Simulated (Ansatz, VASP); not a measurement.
**AlN: VASP beside Ansatz**

```
CELL_PARAMETERS angstrom
3.11074 0.00000 0.00000
-1.55537 2.69398 0.00000
0.00000 0.00000 4.97884
ATOMIC_POSITIONS crystal
Al 0.33333 0.66667 0.00155
Al 0.66667 0.33333 0.50155
N 0.33333 0.66667 0.38345
N 0.66667 0.33333 0.88345
```

Alike in both runs: functional PBEsol; k mesh 12 × 12 × 8; occupations gaussian, width 0.05 eV; no spin polarisation.

Ansatz relaxed the structure, and its values are those at the end. VASP's run is a single point on that final structure, the one shown.

|  | VASP | Ansatz |
| --- | --- | --- |
| version | VASP 6.6.1 | Ansatz 0.2.0 |
| potentials or method | VASP PAW PBE potentials, release 64 (Al, N) | scalar-relativistic, plane waves, PAW |
| plane-wave cutoff (eV) | 520 | 420 |
| valence electrons in the cell | 16 | 16 |

```csv
,VASP,Ansatz,Ansatz less VASP
gap on the k mesh at the Fermi level (eV),4.14,4.12,-0.016
least direct gap on the mesh (eV),4.14,4.12,-0.016
pressure (GPa),0.5,0.6,+0.06
rms of the force components (eV/Å),0.004,0.004,-0.0003
```

Caveats: the PAW data sets were made with another functional, which shifts forces and pressure a little (VASP). A k mesh can miss the band edges. As with any semilocal functional, this PBEsol gap is likely too small.
